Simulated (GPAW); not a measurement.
KBr:

```
CELL_PARAMETERS angstrom
0.00000 3.30000 3.30000
3.30000 0.00000 3.30000
3.30000 3.30000 0.00000
ATOMIC_POSITIONS crystal
Br 0.50000 0.50000 0.50000
K 0.00000 0.00000 0.00000
```

| Quantity | Value |
| --- | --- |
| Program | GPAW 26.7.0 |
| Task | single point |
| Functional | PBE |
| Potentials or basis | GPAW PAW data sets (gpaw-data 1.2.1) |
| Cutoff | 600 eV |
| Basis | pw |
| k mesh | 7 × 7 × 7 |
| Occupations | fermi-dirac, width 0.05 eV |
| Spin | no spin polarisation |

On this cell: pressure 0.7 GPa; largest force zero by symmetry; band gap on the k mesh 4.44 eV, direct.

The same run follows on a disturbed copy (atoms moved at random, drawn with an rms of 0.05 Å):

```
Br K
1.0
     0.00000    3.30000    3.30000
     3.30000    0.00000    3.30000
     3.30000    3.30000    0.00000
Br K
1 1
Direct
  0.49814 0.50499 0.50480
  0.99673 0.01319 0.99466
```

Q: What changes?

A: The energy moves by +0.6 meV/atom; pressure 0.7 GPa; largest force 0.055 eV/Å; band gap on the k mesh 4.44 eV, direct.

Forces in eV/Å, atoms in the order of the input:
```
Br  -0.008 -0.047  0.027
K    0.008  0.047 -0.027
```

Caveats: an odd mesh through Γ misses points on the zone boundary, where band edges often lie.
